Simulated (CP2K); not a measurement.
# Al: single point with RPBE

Al:

```
Al
1.0
     2.75607    0.00000    0.00000
    -0.91869    2.59845    0.00000
    -0.91869   -1.29922    2.25032
Al
1
Direct
  0.00000 0.00000 0.00000
```

This isn't the form of Al at room conditions, which is fcc.

```
Program             : CP2K 2026.2
Task                : single point
Functional          : RPBE
Potentials or basis : POTENTIAL_UZH Al GTH-PBE-q3; TZVP-MOLOPT-PBE-GTH basis
Density cutoff      : 6123 eV
k mesh              : 12 × 12 × 12
Occupations         : gaussian, width 0.02 eV
Spin                : no spin polarisation
```

```json
{
  "Pressure": "3.5 GPa",
  "Band gap on the k mesh": "none (metal or under the smearing width)"
}
```

Levels at points of the mesh, in eV from the Fermi level:
| k point | band 1 | band 2 | band 3 | band 4 | band 5 | band 6 |
| --- | --- | --- | --- | --- | --- | --- |
| (0.00, 0.00, 0.00) | -11.32 | 14.07 | 14.07 | 14.07 | 14.80 | 14.80 |
| (0.00, 0.00, 0.50) | -4.42 | -3.89 | 8.36 | 9.19 | 10.30 | 12.43 |
| (0.50, 0.50, 0.50) | 1.95 | 1.95 | 1.95 | 3.69 | 3.69 | 5.76 |

Run time: 98 s on 1 thread of Intel(R) Xeon(R) Platinum 8488C (Sapphire Rapids), with other jobs on the host, peak memory 0.26 GiB.

Caveat: the potentials were made for another functional, which shifts forces and pressure; the basis of atomic orbitals isn't converged, which shifts pressures, moduli and gaps.
